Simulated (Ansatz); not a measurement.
# AgCl (CsCl type): maximally localised Wannier functions

Aim: build maximally localised Wannier functions for AgCl (CsCl type) from several sets of trial orbitals, and check spreads and centres. The runs, in order: PBE, anion s p, 6×6×6; PBE, anion s p, 4×4×4; PBE, anion s p, 8×8×8; PBE, anion p, 6×6×6; PBE, metal d and anion p, 6×6×6; PBE, metal d, 6×6×6; r2SCAN, anion s p, 6×6×6; r2SCAN, metal d and anion p, 6×6×6; r2SCAN, anion p, 6×6×6; HSE06, anion s p, 6×6×6; HSE06, metal d, 6×6×6 (level, trial orbitals, Wannier mesh).

Method: plane waves, PAW, in Ansatz 0.2.0.

2 further runs of the same task are left out: 2 that didn't finish.

## Step 1: The system as given

It takes space group Pm-3m (No. 221, cubic). Conventional cell: a = 3.396 Å, b = 3.396 Å, c = 3.396 Å, α = 90.00°, β = 90.00°, γ = 90.00°. Ag (site symmetry m-3m) is surrounded by 8 Cl at 2.94 Å. Around Cl (site symmetry m-3m) lie 8 Ag at 2.94 Å.

Structure file:

```cif
data_structure
_symmetry_space_group_name_H-M 'P 1'
_symmetry_Int_Tables_number 1
_cell_length_a 3.3956
_cell_length_b 3.3956
_cell_length_c 3.3956
_cell_angle_alpha 90.000
_cell_angle_beta 90.000
_cell_angle_gamma 90.000
_cell_volume 39.15
loop_
_atom_site_label
_atom_site_type_symbol
_atom_site_fract_x
_atom_site_fract_y
_atom_site_fract_z
_atom_site_occupancy
Ag1 Ag 0.00000 0.00000 0.00000 1
Cl1 Cl 0.50000 0.50000 0.50000 1
```

Cell and atoms come from an earlier r2SCAN relaxation.

## Step 2: PBE, anion s p, 6×6×6

Input file input.yaml:

```yaml
crystal:
  lattice:
    - [3.3955880419, 0.0, 0.0]
    - [0.0, 3.3955880419, 0.0]
    - [0.0, 0.0, 3.3955880419]
  atoms:
    - { symbol: Ag, position: [0.0, 0.0, 0.0] }
    - { symbol: Cl, position: [0.5, 0.5, 0.5] }
kpoints:
  mp_grid: { grid: [6, 6, 6] }
  band_path:
    path:
      - [[0.0, 0.0, 0.0], [-2.893959662781e-51, 0.5, -1.890619946255e-35], [0.5, 0.5, -5.671859838764e-35], [0.0, 0.0, 0.0], [0.5, 0.5, 0.5], [-2.893959662781e-51, 0.5, -1.890619946255e-35]]
      - [[0.5, 0.5, 0.5], [0.5, 0.5, -5.671859838764e-35]]
    npoints: 10
hamiltonian:
  xc: pbe
scf:
  occupations: { method: fixed }
  n_extra_bands: 6
output:
  forces: false
  stress: false
  eigenvalues: true
  wannier:
    kmesh: [6, 6, 6]
    projections: [{ species: Cl, l: s }, { species: Cl, l: p }]
    minimise: true
    write_hr: true
    conv_tol: 1.0e-08
    max_iter: 3000
  write_density: true
  write_potential: true
  elf: true
  volumetric_format: npy
```

Run with:

```
$ ansatz run input.yaml --threads 4 --pin off --max-ram 3686MiB --backend cpu --events-out ev --progress --plain --runs-dir out
```

The runs that follow: PBE, anion s p, 4×4×4; PBE, anion s p, 8×8×8; PBE, anion p, 6×6×6; PBE, metal d and anion p, 6×6×6; PBE, metal d, 6×6×6; r2SCAN, anion s p, 6×6×6; r2SCAN, metal d and anion p, 6×6×6; r2SCAN, anion p, 6×6×6; HSE06, anion s p, 6×6×6; HSE06, metal d, 6×6×6.

Q: Predict the results of all the runs planned. Wanted: total spread, PBE, anion s p, 6×6×6; total spread, PBE, anion s p, 4×4×4; total spread, PBE, anion s p, 8×8×8; total spread, PBE, anion p, 6×6×6; total spread, PBE, metal d and anion p, 6×6×6; total spread, PBE, metal d, 6×6×6; total spread, r2SCAN, anion s p, 6×6×6; total spread, r2SCAN, metal d and anion p, 6×6×6; total spread, r2SCAN, anion p, 6×6×6.

The runs gave:

```
                                        quantity                                 value
             total spread, PBE, anion s p, 6×6×6             11.97 Å² over 4 functions
             total spread, PBE, anion s p, 4×4×4              8.53 Å² over 4 functions
             total spread, PBE, anion s p, 8×8×8             14.12 Å² over 4 functions
               total spread, PBE, anion p, 6×6×6             11.74 Å² over 3 functions
   total spread, PBE, metal d and anion p, 6×6×6              8.64 Å² over 8 functions
               total spread, PBE, metal d, 6×6×6              9.47 Å² over 5 functions
          total spread, r2SCAN, anion s p, 6×6×6             11.55 Å² over 4 functions
total spread, r2SCAN, metal d and anion p, 6×6×6              8.30 Å² over 8 functions
            total spread, r2SCAN, anion p, 6×6×6             11.34 Å² over 3 functions
           total spread, HSE06, anion s p, 6×6×6             12.20 Å² over 4 functions
             total spread, HSE06, metal d, 6×6×6              9.78 Å² over 5 functions
                        centres of the first set  0.43 to 0.45 Å from the nearest atom
```

**Reading.** With PBE, anion s p, 6×6×6 the 4 functions move off the atoms, with a mean spread of 2.99 Å²; 91 % of the total is gauge invariant. The total spread goes from 8.53 Å² on 4×4×4 to 14.12 Å² on 8×8×8: finite differences in k understate it on coarse meshes. On one set and mesh the functional gives 11.97 (PBE), 11.55 (r2SCAN), 12.20 (HSE06) Å².
